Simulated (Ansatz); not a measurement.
**Ge: relaxing cell and atoms and single point**

The task, for Ge: 2 runs in a chain (relaxing cell and atoms and single point).

Program: Ansatz 0.2.0. Level of theory: DFT r2SCAN, scalar-relativistic, plane waves, PAW, and further levels as typed in the inputs. These are calculated values, not measurements.

## 1. The structure to begin with

Symmetry: P6_3/mmc, No. 194, hexagonal system. Conventional cell: a = 3.990 Å, b = 3.990 Å, c = 6.580 Å, α = 90.00°, β = 90.00°, γ = 120.00°. Around Ge (site symmetry 3m) lie 4 Ge at 2.45 to 2.47 Å.

As a file:

```cif
data_structure
_symmetry_space_group_name_H-M 'P 1'
_symmetry_Int_Tables_number 1
_cell_length_a 3.9900
_cell_length_b 3.9900
_cell_length_c 6.5800
_cell_angle_alpha 90.000
_cell_angle_beta 90.000
_cell_angle_gamma 120.000
_cell_volume 90.72
loop_
_atom_site_label
_atom_site_type_symbol
_atom_site_fract_x
_atom_site_fract_y
_atom_site_fract_z
_atom_site_occupancy
Ge1 Ge 0.33333 0.66667 0.06250 1
Ge2 Ge 0.66667 0.33333 0.56250 1
Ge3 Ge 0.66667 0.33333 0.93750 1
Ge4 Ge 0.33333 0.66667 0.43750 1
```

## 2. Relaxing cell and atoms: Ge, no spin

Contents of input.yaml:

```yaml
crystal:
  lattice:
    - [3.99, 0.0, 0.0]
    - [-1.995, 3.4554413611, 0.0]
    - [0.0, 0.0, 6.58]
  atoms:
    - { symbol: Ge, position: [0.3333333333, 0.6666666667, 0.0625] }
    - { symbol: Ge, position: [0.6666666667, 0.3333333333, 0.5625] }
    - { symbol: Ge, position: [0.6666666667, 0.3333333333, 0.9375] }
    - { symbol: Ge, position: [0.3333333333, 0.6666666667, 0.4375] }
scf:
  occupations: { method: gaussian, width: 0.01 }
output:
  forces: true
  stress: true
hamiltonian:
  xc: r2scan
kpoints:
  mp_grid: { grid: [10, 10, 6] }
relax:
  f_tol: 0.002
  cell: { stress_tol: 0.03 }
```

Run with:

```bash
> ansatz run input.yaml --threads 12 --pin off --max-ram 30720MiB --backend cpu --events-out ev --progress --plain --runs-dir out
```

Standard output, cut to the lines that bear on the results:

```text
Warning: RAYON_NUM_THREADS=12 ignored (pool sized by the plan → 12); use --threads N
[...]
Pseudopotentials: kind: paw
Pseudopotential: Ge, paw, valence charge 14, recommended cutoff 500 eV (meta_gga), Ge.paw.azcp
Functional definition: r2SCAN
[...]
Crystal: 4 atoms, lattice volume = 90.720 Å³
Basis set: ecut = 500 eV, 2309 PW (Γ), exchange–correlation on 120×120×192 points (64 copies of the dense FFT grid, shifted against one another)
Bands: 34, of which v1, the nominal top of the filled ones, is band 28 counted from 1 (27 counted from 0)
Symmetry: 24 space group operations
Space group: P63/mmc (ITA 194), of the structure as read, at distance tolerance 4.5e-5 Å
k-points: 56 of 600
[...]
SCF iter   1: F=—  HF=-17211.534902 eV  |F-HF|=—  |Δ(HF+E_count)|=         —  Δρ=6.61e-3  dr2=1.34e-2  dr2_τ=9.13e-3  ethr=1.77e-3  ⟨swp⟩=6.7  Hψ=7296  notcnv=0
[...]
relax step   1: F+E_penalty+E_count = -17211.55437853 eV  Δ(F+E_penalty+E_count) = +0.000e0 eV  max|allowed force component| = 5.696e-2 eV/Å  Δτ_max = 0.0000 Å  P = +0.450 GPa  Ω = 90.720 Å³  (6 SCF iters, dr2 threshold 1.00e-7 eV, accepted)
[...]
relax step   3: F+E_penalty+E_count = -17211.55535873 eV  Δ(F+E_penalty+E_count) = -3.741e-4 eV  max|allowed force component| = 1.780e-3 eV/Å  Δτ_max = 0.0024 Å  P = +0.002 GPa  Ω = 91.269 Å³  energy of the carried Pulay correction = -1.742e-4 eV  (5 SCF iters, dr2 threshold 1.17e-7 eV, accepted)
[...]
relax step   4: F+E_penalty+E_count = -17211.55553721 eV  Δ(F+E_penalty+E_count) = -1.785e-4 eV  max|allowed force component| = 1.762e-3 eV/Å  Δτ_max = 0.0000 Å  P = +0.004 GPa  Ω = 91.269 Å³  stress off target by 1.67e-2 GPa  SCF on the basis re-selected at this cell (its energy is not [...]
SCF converged after 5 iterations
Free energy (F): -17211.555537 eV
[...]
E sigma→0 (E₀):  -17211.555537 eV
Fermi energy:    8.503499 eV
[...]
--- Forces (eV/Å), atoms counted from 1 ---
  atom   1  Ge     0.00000000    -0.00000000    -0.00176168
  atom   2  Ge    -0.00000000     0.00000000    -0.00176168
  atom   3  Ge     0.00000000     0.00000000     0.00176168
  atom   4  Ge     0.00000000    -0.00000000     0.00176168
[...]
--- Stress (GPa, compression-positive) ---
       -0.003018       0.000000       0.000000
        0.000000      -0.003018      -0.000000
        0.000000      -0.000000       0.016730
  P = ⅓ Tr σ = 0.0036 GPa (0.036 kbar)
--- Relaxed structure (3 steps of the walk, 3 accepted, 1 SCFs on fresh bases) ---
  F+E_penalty+E_count = -17211.55553721 eV   max|allowed force component| = 1.762e-3 eV/Å   (the final SCF, on the basis selected at the relaxed cell)
  cell:  # Å, volume = 91.2694 Å³
    - [3.9955114662078715, 0.0, 3.4203924418619187e-34]
    - [-1.9977557331039357, 3.4602144308480263, 2.982938349686666e-19]
    - [5.640647184824846e-34, 5.680239451289737e-19, 6.601608744508023]
  atoms:
    - { symbol: Ge, position: [0.33333333333333326, 0.6666666666666665, 0.06297409723056899] }
    - { symbol: Ge, position: [0.6666666666666665, 0.33333333333333326, 0.562974097230569] }
    - { symbol: Ge, position: [0.6666666666666665, 0.33333333333333326, 0.937025902769431] }
    - { symbol: Ge, position: [0.33333333333333326, 0.6666666666666665, 0.43702590276943104] }
```

It took 9.6 s on 12 threads of Intel Xeon Platinum 8259CL at 2.50GHz (Skylake/Cascade Lake), shared host; peak memory 0.92 GiB.

The steps of the relaxation:

| step | E - E(step 1) (eV/cell) | largest force component (eV/Å) | pressure (GPa) | volume (Å³) |
| --- | --- | --- | --- | --- |
| 1 | 0.0000 | 0.0570 | 0.45 | 90.72 |
| 2 | -0.0006 | 0.0296 | 0.04 | 91.21 |
| 3 | -0.0010 | 0.0018 | 0.00 | 91.27 |
| 4 | -0.0012 | 0.0018 | 0.00 | 91.27 |

Step 1 is the start. Step 4 repeats the geometry before it on a plane-wave basis chosen anew for that cell, so its energy need not be comparable with the rows above.

|  | before | after | change |
| --- | --- | --- | --- |
| a (Å) | 3.990 | 3.996 | +0.1 % |
| b (Å) | 3.990 | 3.996 | +0.1 % |
| c (Å) | 6.580 | 6.602 | +0.3 % |
| volume (Å³/atom) | 22.68 | 22.82 | +0.6 % |
| shortest distance (Å) | 2.446 | 2.452 | +0.2 % |
| space group (0.01 Å) | P6_3/mmc | P6_3/mmc | same |

The run keeps the 24 symmetry operations of the start, so it could not have lowered the symmetry.

## 3. Single point: HSE06 with spin-orbit coupling, mesh 6×6×4

It takes the final geometry of step 2.

Contents of input.yaml:

```yaml
crystal:
  lattice:
    - [3.9955114662, 0.0, 0.0]
    - [-1.9977557331, 3.4602144308, 0.0]
    - [0.0, 0.0, 6.6016087445]
  atoms:
    - { symbol: Ge, position: [0.3333333333, 0.6666666667, 0.0629740972] }
    - { symbol: Ge, position: [0.6666666667, 0.3333333333, 0.5629740972] }
    - { symbol: Ge, position: [0.6666666667, 0.3333333333, 0.9370259028] }
    - { symbol: Ge, position: [0.3333333333, 0.6666666667, 0.4370259028] }
scf:
  occupations: { method: gaussian, width: 0.01 }
  n_extra_bands: 8
output:
  eigenvalues: true
  eigenstates:
    kpoints:
      - [0, 0, 0]
      - [0.5, 0, 0]
      - [0, 0, 0.5]
      - [0.5, 0, 0.5]
      - [0.3333333333333, 0.3333333333333, 0]
      - [0.3333333333333, 0.3333333333333, 0.5]
      - [0.3333, 0, 0]
      - [0.02, 0, 0]
      - [0, 0, 0.04]
      - [0.04, 0, 0]
      - [0, 0, 0.08]
    e_range: [-4, 4]
hamiltonian:
  xc: hse06
  pseudopotentials: { kind: paw_fr }
kpoints:
  mp_grid: { grid: [6, 6, 4] }
magnetization:
  noncollinear: true
  spin_orbit: true
```

Run with:

```bash
> ansatz run input.yaml --threads 12 --pin off --max-ram 30720MiB --backend cpu --events-out ev --progress --plain --runs-dir out
```

Standard output, cut to the lines that bear on the results:

```text
Warning: RAYON_NUM_THREADS=12 ignored (pool sized by the plan → 12); use --threads N
scf.n_extra_bands = 8 over 56 filled bands (N_el = 56.0): the run solves 64 bands
[...]
Pseudopotentials: kind: paw_fr
Pseudopotential: Ge, paw_fr, valence charge 14, recommended cutoff 420 eV (normal), Ge.paw.azcp#standard-fr
Functional definition: HSE06
[...]
non-collinear run that drives no moment, with spin-orbit: no starting moment large enough to seed its density (crystal.atoms[].spin), no starting occupations that ask for one, no magnetisation constraint and no magnetic field, so the semilocal B_xc is pinned to zero
Crystal: 4 atoms, lattice volume = 91.269 Å³
Basis set: ecut = 420 eV, 1763 PW (Γ)
Bands: 64, of which v1, the nominal top of the filled ones, is band 56 counted from 1 (55 counted from 0)
Symmetry: 24 space group operations + 24 with time reversal
[...]
SCF iter   4: F=-17180.630506 eV  HF=-17180.630506 eV  |F-HF|=1.81e-8  |Δ(HF+E_count)|=   3.21e-8  Δρ=7.91e-6  dr2=8.12e-8  dr2_m=0.00e0 (ungated)  ethr=2.10e-10  |M|=0.00e0 ∫|m|=0.00e0 μB  |m|>n=0.0e0 m-floor=0.0e0 τ_xc=0.0e0  ⟨swp⟩=2.3  Hψ=2630  notcnv=0
[...]
hybrid outer 2: dexx = +3.108e-6 eV, tail = 2.62e-7 eV, Δε = 3.78e-3 eV (about 1.96e-4 eV left of the loop's levels)
NSCF: frozen V_eff on 11 k-points
hybrid SCF converged: 2 outer / 10 inner (+8 warm-up), last move |dexx| = 3.11e-6 eV, tail = 2.62e-7 eV
Magnetization: |M| = 0.0000 μB,  M = (+0.0000, +0.0000, +0.0000) μB
Absolute magnetization: 0.0000 μB (∫|m|)
  site 0: m = (+0.0000, +0.0000, +0.0000) μB, |m| = 0.0000 μB  (R = 1.01 Å)
  site 1: m = (+0.0000, +0.0000, +0.0000) μB, |m| = 0.0000 μB  (R = 1.01 Å)
  site 2: m = (+0.0000, +0.0000, +0.0000) μB, |m| = 0.0000 μB  (R = 1.01 Å)
  site 3: m = (+0.0000, +0.0000, +0.0000) μB, |m| = 0.0000 μB  (R = 1.01 Å)
Free energy (F): -17180.630495 eV
Frozen-core exchange: fock
[...]
E sigma→0 (E₀):  -17180.630495 eV
Fermi energy:    8.602318 eV
[...]
--- Band table (eV; the first three rows and the last of 21) ---
[...]
```

It took 6.5 min on 12 threads of Intel Xeon Platinum 8259CL at 2.50GHz (Skylake/Cascade Lake), shared host; peak memory 6.2 GiB.

## 4. Results

```
step                           level   k mesh  volume (Å³/atom)  pressure (GPa)  energy (eV)  gap on the mesh (eV)     time
   2                          r2SCAN  10×10×6             22.82             0.0   -17211.556                   n/a    9.6 s
   3  HSE06 with spin-orbit coupling    6×6×4             22.82             n/a   -17180.630                  0.29  6.5 min
```

Totals of different systems or levels have different zeros; only balanced differences at one level mean anything.

| quantity | value |
| --- | --- |
| relaxed cell, step 2 | a = 3.996 Å, b = 3.996 Å, c = 6.602 Å, α = 90.00°, β = 90.00°, γ = 120.00° |

The rows set the runs side by side; convergence of the settings was not tested in this session.
